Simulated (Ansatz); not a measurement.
# SiC: the band gap up the ladder of functionals

The task here is to estimate one member of a computed series from the others.

Program: Ansatz 0.2.0. PAW datasets, plane waves. No spin polarisation and no zero-point or thermal motion.

### The structure to begin with

The cell was relaxed beforehand with r2SCAN.

Space group F-43m (No. 216), cubic; conventional cell a = 4.356 Å, 10.33 Å³ an atom. Near Si stand 4 C at 1.89 Å; near C stand 4 Si at 1.89 Å.

As a file:

Space group F-43m (No. 216). a = 4.356 Å, b = 4.356 Å, c = 4.356 Å, α = 90.00°, β = 90.00°, γ = 90.00°
```tsv
atom	site	symmetry	x	y	z
Si	4d	-43m	0.2500	0.2500	0.7500
C	4a	-43m	0.0000	0.0000	0.0000
```

The first run:

Contents of input.yaml:

```yaml
crystal:
  lattice:
    - [0.0, 2.1780504216, 2.1780504216]
    - [2.1780504216, 0.0, 2.1780504216]
    - [2.1780504216, 2.1780504216, 0.0]
  atoms:
    - { symbol: Si, position: [0.25, 0.25, 0.25] }
    - { symbol: C, position: [0.0, 0.0, 0.0] }
kpoints:
  mp_grid: { grid: [10, 10, 10] }
  band_path:
    path:
      - [[0.0, 0.0, 0.0], [-0.5, -0.5, -7.310683648433e-34], [-0.375, -0.375, 0.25]]
      - [[-0.375, -4.848861858034e-18, 0.375], [0.0, 0.0, 0.0], [-3.232574572023e-18, -3.232574572023e-18, 0.5], [-0.5, -0.25, 0.25], [-0.5, -0.5, -7.310683648433e-34]]
    npoints: 10
hamiltonian:
  xc: pbe
scf:
  occupations: { method: fermi_dirac, width: 0.02 }
  n_extra_bands: 4
output:
  forces: true
  stress: true
  eigenvalues: true
```

Started as:

```
ansatz run input.yaml --threads 2 --pin off --max-ram 2211MiB --backend cpu --events-out ev --progress --plain --runs-dir out
```

Steps of the session up to this table: PBE bands along the symmetry lines; Single point with r2SCAN; HSE06; Single point with PBE0; Single point with LDA; One-shot GW from PBE; Single point with DDH-PBE0; LC-ωPBE; Hartree-Fock.

One of the session's tables, all rows but one given; the rest of the session is left out.

```
                     level  gap (eV)
                       PBE      1.36
                    r2SCAN         ?
                     HSE06      2.23
                      PBE0      2.95
                       LDA      1.32
 G0W0@PBE (61 empty bands)      2.11
G0W0@PBE (153 empty bands)      2.27
                  DDH-PBE0      2.26
                   LC-ωPBE      7.08
              Hartree-Fock      8.66
```

Estimate the missing values for r2SCAN.

As computed: gap (eV): 1.71. In the column «gap (eV)» it lies between PBE (1.36) and G0W0@PBE (61 empty bands) (2.11).

Meshes: PBE 10×10×10, r2SCAN 10×10×10, HSE06 8×8×8, PBE0 8×8×8, LDA 10×10×10, DDH-PBE0 8×8×8, LC-ωPBE 8×8×8, Hartree-Fock 8×8×8.

Caveats from the session: G0W0 here is at a finite number of bands, screening cutoff and k mesh, not at the basis limit. Warnings in the runs' records: stress exchange threshold loose, stress scf threshold loose.
